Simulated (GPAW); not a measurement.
Crystal: C.

```
C
1.0
     2.52210    0.00000    0.00000
    -1.26105    2.18420    0.00000
     0.00000    0.00000    8.23710
C
8
Direct
  0.66667 0.33333 0.84375
  0.33333 0.66667 0.34375
  0.66667 0.33333 0.65625
  0.33333 0.66667 0.15625
  0.00000 0.00000 0.90625
  0.00000 0.00000 0.40625
  0.00000 0.00000 0.59375
  0.00000 0.00000 0.09375
```

This is a hexagonal form of diamond, not graphite.

* Program: GPAW 26.7.0
* Task: relaxation of cell and atoms
* Functional: WC
* Potentials or basis: PAW data sets generated in the run's folder for this functional
* Cutoff: 800 eV
* Basis: pw
* k mesh: 7 × 7 × 2
* Occupations: fermi-dirac, width 0.05 eV
* Spin: no spin polarisation

At the start: pressure -4.6 GPa; volume 5.67 Å³/atom.

Task: How do energy, volume and symmetry change on relaxing?

Result: Over 7 steps the energy falls by 3.0 meV/atom and the volume is 5.61 Å³/atom (-1.1 %); space group P6_3/mmc (No. 194, to 0.05 Å).

The path:
```csv
step,energy change (eV),largest force (eV/Å),pressure (GPa),volume (Å³)
1,0.0000,0.3303,-4.60,45.38
2,-0.0106,0.0932,-4.26,45.34
3,-0.0146,0.0610,-3.61,45.27
4,-0.0177,0.1291,-2.71,45.18
5,-0.0224,0.1502,-0.83,44.99
6,-0.0238,0.0746,0.12,44.89
7,-0.0242,0.0114,0.23,44.88
```

Final structure:
```xyz
8
Lattice="2.5046 0.0000 0.0000 -1.2523 2.1690 0.0000 0.0000 0.0000 8.2608" Properties=species:S:1:pos:R:3 pbc="T T T"
C     1.2523    0.7230    6.9763
C     0.0000    1.4460    2.8459
C     1.2523    0.7230    5.4150
C     0.0000    1.4460    1.2846
C     0.0000    0.0000    7.4932
C     0.0000    0.0000    3.3628
C     0.0000    0.0000    4.8981
C     0.0000    0.0000    0.7677
```

Caveat: the k mesh is coarse; later steps reuse the first step's grids.
